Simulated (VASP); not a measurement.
TiSe2: band structure with HSE06

The system is TiSe2, a slab with vacuum.

```xyz
6
Lattice="3.4811 0.0000 0.0000 -1.7406 3.0148 0.0000 0.0000 0.0000 27.0684" Properties=species:S:1:pos:R:3 pbc="T T T"
Se    1.7406    1.0049    9.0070
Se    0.0000    2.0098   12.1318
Se    1.7406    1.0049   14.9366
Se    0.0000    2.0098   18.0614
Ti    0.0000    0.0000   10.5791
Ti    0.0000    0.0000   16.4893
```

```
Program                            : VASP 6.6.1
Task                               : band structure
Functional                         : HSE06
Potentials or basis                : VASP PAW PBE potentials, release 64 (Se, Ti_sv)
Cutoff                             : 520 eV
k mesh                             : 6 × 6 × 1
Occupations                        : gaussian, width 0.03 eV
Spin                               : no spin polarisation
Grid for exact exchange (PRECFOCK) : Fast
Dipole correction                  : yes
Screening parameter                : 0.2 1/A
Further INCAR settings             : ALGO = Normal; EDIFF = 1e-07; NBANDS = 33
```

```
Largest force                   : 0.438 eV/Å
Band gap along the path         : none (metal or under the smearing width)
Work function of the upper face : 5.18 eV
Work function of the lower face : 5.18 eV
```

Forces in eV/Å, atoms in the order of the input:
```
Se   0.000  0.000  0.273
Se   0.000  0.000 -0.438
Se   0.000  0.000  0.438
Se   0.000  0.000 -0.273
Ti   0.000  0.000 -0.115
Ti   0.000  0.000  0.115
```

Levels at points of the mesh, in eV from the Fermi level:
| k point | band 21 | band 22 | band 23 | band 24 | band 25 | band 26 | band 27 | band 28 |
| --- | --- | --- | --- | --- | --- | --- | --- | --- |
| (0.00, 0.00, 0.00) | 0.03 | 0.03 | 0.19 | 0.19 | 0.63 | 0.63 | 0.64 | 0.64 |
| (0.50, 0.00, 0.00) | -3.19 | -2.37 | -1.91 | -1.65 | -0.15 | 0.01 | 1.85 | 1.86 |

Wall time 23 min on 4 MPI ranks on Intel(R) Xeon(R) Platinum 8488C (Sapphire Rapids), with other jobs on the host, peak memory 0.71 GiB a rank.

Caveat: the PAW data sets were made with another functional, which shifts forces and pressure a little.
